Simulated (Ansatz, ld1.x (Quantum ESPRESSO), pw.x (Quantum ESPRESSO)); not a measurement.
## Equation-of-state test of one PAW potential (Cd)

ld1.x (Quantum ESPRESSO) 7.5 input, shortened:

```
&input
   title='Cd', zed=48., rel=1, dft='PBE', iswitch=3,
   config='[Kr] 4d10 5s2 5p0 5d-2'
 /
 &inputp
   pseudotype=3, lpaw=.true., tm=.true., lloc=-1, rcloc=3.20,
   nlcc=.true., new_core_ps=.true., rcore=2.15,
   which_augfun='PSQ', rmatch_augfun_nc=.true.
 /
5
5S  1  0   2.00   0.00  1.90  2.55  0.0
5S  1  0   0.00   4.65  1.90  2.55  0.0
5P  2  1   0.00   0.00  2.70  3.20  0.0
5P  2  1   0.00   0.20  2.70  3.20  0.0
5D  3  2  -2.00   0.20  2.40  3.25  0.0
 &test
   configts(1)='5s2 5p0'
 /
```

Atomic tests: cutoffs needed: 6 Ry and 6 Ry (the cutoffs (Ry, on a coarse ladder) from which the occupation-weighted sum of valence levels, in a spherical-Bessel basis at the reference potential, stays within 10 and 1 mRy of its value at 400 Ry); ghost test: no extra level below or beside the all-electron valence levels (s, p, d, f tested) (spherical-Bessel basis up to 400 Ry, 20 bohr box); largest excitation error: -273 meV (all-electron minus pseudo) for 5s0 5p1, out of 5 test configurations.

Crystal test: bcc Cd in pw.x 7.5, no spin, 13³ k-points, Fermi–Dirac smearing 0.01 Ry, cutoffs 40/320 Ry. The reference is all-electron LAPW (Ansatz 0.2.0) with the same functional, mesh and smearing; V0 and B0 come from Birch–Murnaghan fits to the pressures at five volumes. Errors are pseudo minus all-electron; Δ is the rms difference of the E(V) curves that follow from these fits, minima aligned, over ±6 % about the mean V0. Mesh and smearing are coarse, so the numbers serve the comparison and aren't converged zero-temperature values; the lattice is a test structure that the element need not adopt.

```csv
V (Å³/atom),P all-electron (GPa),P pseudo (GPa)
22.321,2.01,-1.16
22.909,0.82,-2.01
23.496,-0.18,-2.72
24.083,-1.00,-3.30
24.671,-1.68,-3.77
```

All-electron: a0 = 3.603 Å (V0 = 23.38 Å³/atom), B0 = 37.4 GPa.

Pseudopotential: mean pressure error (GPa): -2.59. The pressure does not cross zero within the volumes sampled, so no fit is given. The largest radius (3.25 bohr) exceeds half the bond length (2.95 bohr), so the spheres overlap, which is one possible source of error among others. This is a poor potential for the solid.

Problem. At the middle volume, how do free energy and pressure move when the wave cutoff is lowered (ecutrho held at 320 Ry)?

Solution.

```json
{"cutoff (Ry)": "18", "shift of F (meV/atom)": "+0.3", "shift of P (GPa)": "-0.00"}
{"cutoff (Ry)": "24", "shift of F (meV/atom)": "+0.1", "shift of P (GPa)": "-0.00"}
{"cutoff (Ry)": "32", "shift of F (meV/atom)": "+0.0", "shift of P (GPa)": "-0.00"}
```

Input at the middle volume:

```
&control
  calculation='scf', prefix='x', pseudo_dir='./', outdir='./tmp', tstress=.true., disk_io='low'
/
&system
  ibrav=0, nat=1, ntyp=1, ecutwfc=40, ecutrho=320, nbnd=8,
  occupations='smearing', smearing='fd', degauss=0.01
/
&electrons
  conv_thr=1e-09, mixing_beta=0.4, electron_maxstep=70
/
ATOMIC_SPECIES
Cd 1.0 Cd.UPF
CELL_PARAMETERS angstrom
  -1.80431066 1.80431066 1.80431066
  1.80431066 -1.80431066 1.80431066
  1.80431066 1.80431066 -1.80431066
ATOMIC_POSITIONS crystal
Cd 0.0000 0.0000 0.0000
K_POINTS automatic
13 13 13 0 0 0
```

```bash
pw.x < Cd.scf.in > Cd.scf.out
```

Lines of the output:

```
Message from routine setup:
     using ibrav=0 with symmetry is DISCOURAGED, use correct ibrav instead
     lattice parameter (alat)  =       5.9057  a.u.
     unit-cell volume          =     158.5589 (a.u.)^3
     number of electrons       =         2.00
     number of Kohn-Sham states=            8
     kinetic-energy cutoff     =      40.0000  Ry
     charge density cutoff     =     320.0000  Ry
     scf convergence threshold =      1.0E-09
     Exchange-correlation= SLA  PW   PBX  PBC
     number of k points=    84  Fermi-Dirac smearing, width (Ry)=  0.0100
     iteration #  1     ecut=    40.00 Ry     beta= 0.40
     total energy              =    -309.31110151 Ry
     estimated scf accuracy    <       0.00242631 Ry
     iteration #  2     ecut=    40.00 Ry     beta= 0.40
     total energy              =    -309.31112369 Ry
     estimated scf accuracy    <       0.00085831 Ry
     iteration #  3     ecut=    40.00 Ry     beta= 0.40
     total energy              =    -309.31113722 Ry
     estimated scf accuracy    <       0.00000011 Ry
     iteration #  4     ecut=    40.00 Ry     beta= 0.40
     c_bands:  2 eigenvalues not converged
     total energy              =    -309.31114187 Ry
     estimated scf accuracy    <       0.00000013 Ry
     iteration #  5     ecut=    40.00 Ry     beta= 0.40
     total energy              =    -309.31114184 Ry
     estimated scf accuracy    <       0.00000012 Ry
     iteration #  6     ecut=    40.00 Ry     beta= 0.40
     total energy              =    -309.31114184 Ry
     estimated scf accuracy    <          3.5E-09 Ry
     iteration #  7     ecut=    40.00 Ry     beta= 0.40
     the Fermi energy is     2.9908 ev
!    total energy              =    -309.31114184 Ry
     estimated scf accuracy    <          7.5E-10 Ry
     smearing contrib. (-TS)   =      -0.00161950 Ry
     The total energy is F=E-TS. E is the sum of the following terms:
     one-electron contribution =       1.63221005 Ry
     hartree contribution      =       0.00144391 Ry
     xc contribution           =     -11.80137558 Ry
     ewald contribution        =      -2.13466500 Ry
     one-center paw contrib.   =    -297.00713572 Ry
     convergence has been achieved in   7 iterations
          total   stress  (Ry/bohr**3)                   (kbar)     P=      -27.20
```

The run at the middle volume (84 k-points, 7 iterations) took about 8.8 s on one core of a shared host (Neoverse-V1, 32 threads, 247 GiB, load 9).
